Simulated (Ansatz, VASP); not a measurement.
**Two plane-wave programs on WSe2**

```xyz
3
Lattice="3.2142 0.0000 0.0000 -1.6071 2.7836 0.0000 0.0000 0.0000 17.7510" Properties=species:S:1:pos:R:3 pbc="T T T"
W     0.0000    0.0000    0.0000
Se    0.0000    1.8557    1.7713
Se    0.0000    1.8557   15.9796
```

Alike in both runs: task single point; functional PBEsol; dispersion D3(BJ); k mesh 12 × 12 × 2; occupations gaussian, width 0.05 eV; no spin polarisation.

|  | VASP | Ansatz |
| --- | --- | --- |
| version | VASP 6.6.1 | Ansatz 0.2.0 |
| potentials or method | VASP PAW PBE potentials, release 64 (W_sv, Se) | scalar-relativistic, plane waves, PAW |
| plane-wave cutoff (eV) | 520 | 420 |
| valence electrons in the cell | 26 | 46 |

VASP gave:

* gap on the k mesh at the Fermi level (eV): 1.33
* least direct gap on the mesh (eV): 2.01
* rms of the force components (eV/Å): 0.596

Problem. Estimate Ansatz's values.

Solution. gap on the k mesh at the Fermi level (eV): 1.33; least direct gap on the mesh (eV): 2.01; rms of the force components (eV/Å): 0.621.

Atom by atom the forces differ by 0.024 eV/Å (rms over components). The two sets of potentials don't hold the same shells in valence.

Caveats: the PAW data sets were made with another functional, which shifts forces and pressure a little (VASP); spin-orbit coupling is left out, which moves the levels of the heavy elements. Expect the measured gap to be larger: semilocal functionals such as PBEsol lack the derivative discontinuity.
